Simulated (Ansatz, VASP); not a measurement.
Two plane-wave programs on SiO2 (Seifertite)

```xyz
12
Lattice="4.0970 0.0000 0.0000 0.0000 5.0462 0.0000 0.0000 0.0000 4.4946" Properties=species:S:1:pos:R:3 pbc="T T T"
Si    0.0000    0.7691    1.1237
Si    2.0485    1.7540    3.3710
Si    0.0000    4.2771    3.3710
Si    2.0485    3.2922    1.1237
O     2.9973    3.1146    4.1349
O     3.1482    4.4547    1.8876
O     0.9488    4.4547    0.3597
O     1.0997    3.1146    2.6070
O     1.0997    1.9316    0.3597
O     0.9488    0.5915    2.6070
O     3.1482    0.5915    4.1349
O     2.9973    1.9316    1.8876
```

Alike in both runs: functional PBE; k mesh 5 × 4 × 4; occupations fermi-dirac, width 0.02 eV; no spin polarisation.

Ansatz relaxed the structure, and its values are those at the end. VASP's run is a single point on that final structure, the one shown.

|  | VASP | Ansatz |
| --- | --- | --- |
| version | VASP 6.6.1 | Ansatz 0.2.0 |
| potentials or method | VASP PAW PBE potentials, release 64 (Si, O) | plane-wave PAW, scalar-relativistic |
| plane-wave cutoff (eV) | 520 | 420 |
| valence electrons in the cell | 64 | 64 |

|  | VASP | Ansatz | Ansatz less VASP |
| --- | --- | --- | --- |
| gap on the k mesh at the Fermi level (eV) | 5.59 | 5.61 | +0.017 |
| pressure (GPa) | 5.7 | 5.6 | -0.14 |
| rms of the force components (eV/Å) | 0.011 | 0.000 | -0.0104 |

Ansatz warned: «stress_scf_threshold_loose».

As with any semilocal functional, this PBE gap is likely too small.
